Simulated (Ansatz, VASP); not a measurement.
Two plane-wave programs on Si

The input POSCAR:

```
Si
1.0
    2.5321100000      0.0000000000      0.0000000000
    0.0000000000      2.5321100000      0.0000000000
    0.0000000000      0.0000000000      2.5321100000
Si
1
Direct
    0.5000000000      0.5000000000      0.5000000000
```

File INCAR.step1:

```
SYSTEM = Si
PREC = Accurate ; ENCUT = 600
EDIFF = 1E-5 ; ISMEAR = -1
SIGMA = 0.05 ; LREAL = .False.
LASPH = .True. ; NELM = 100
ALGO = Normal ; LWAVE = .True.
LCHARG = .False. ; GGA = PE
NBANDS = 8
```

Contents of INCAR.step2:

```
SYSTEM = Si
PREC = Accurate ; ENCUT = 600
EDIFF = 1E-6 ; ISMEAR = -1
SIGMA = 0.05 ; LREAL = .False.
LASPH = .True. ; NELM = 100
ALGO = Normal ; ISIF = 3
LWAVE = .False. ; LCHARG = .False.
GGA = PE ; LHFCALC = .True.
AEXX = 0.25 ; HFSCREEN = 0.3
PRECFOCK = Normal ; IBRION = 2
NSW = 60 ; EDIFFG = -0.01
ISTART = 1
```

KPOINTS

```
regular mesh
0
Gamma
  5 5 5
  0 0 0
```

Contents of input:

```
crystal:
  lattice:
    - [2.53211, 0.0, 0.0]
    - [0.0, 2.53211, 0.0]
    - [0.0, 0.0, 2.53211]
  atoms:
    - { symbol: Si, position: [0.5, 0.5, 0.5] }
hamiltonian:
  xc: { exchange: pbe, correlation: pbe, exx: { coeff: 0.25, omega: 0.3 } }
  pseudopotentials: { kind: paw }
kpoints:
  mp_grid: { grid: [5, 5, 5] }
scf:
  occupations: { method: fermi_dirac, width: 0.05 }
output:
  forces: true
  stress: true
  eigenvalues: true
relax:
  f_tol: 0.01
  max_steps: 40
  cell: { stress_tol: 0.05 }
```

The cell was built by a generator and needn't be a form met in nature.

Alike in both runs: task relaxation of cell and atoms; functional PBE-based screened hybrid; k mesh 5 × 5 × 5; occupations fermi-dirac, width 0.05 eV; no spin polarisation.

```csv
,VASP,Ansatz
version,VASP 6.6.1,Ansatz 0.2.0
potentials or method,"VASP PAW PBE potentials, release 64 (Si)",Ansatz PAW
plane-wave cutoff (eV),600,420
valence electrons in the cell,4,4
```

|  | VASP | Ansatz | Ansatz less VASP |
| --- | --- | --- | --- |
| gap on the k mesh at the Fermi level, each at its own relaxed structure (eV) | none | none | - |
| relaxed volume (Å³/atom) | 16.47 | 16.50 | +0.035 |
| relaxed cell length with the largest relative difference (Å) | 2.544 | 2.546 | +0.0018 |
| energy change over the relaxation (meV/atom) | -1 | -1 | -0.4 |

A gap of «none» marks a metal or a gap that the smearing closes.

Caveats: the k mesh is coarse (spacing up to 0.50 Å⁻¹), so the values aren't converged (VASP); the PAW data sets were made with another functional, which shifts forces and pressure a little (VASP); the k mesh is coarse (spacing up to 0.50 Å⁻¹), so the values aren't converged, least of all with exact exchange (Ansatz); the plane-wave basis is chosen anew once the cell has moved, so the energies of steps on either side of that aren't comparable (Ansatz); the PAW data sets come from PBE, with cores solved anew for the run's functional, which leaves a small shift of forces and pressure (Ansatz).
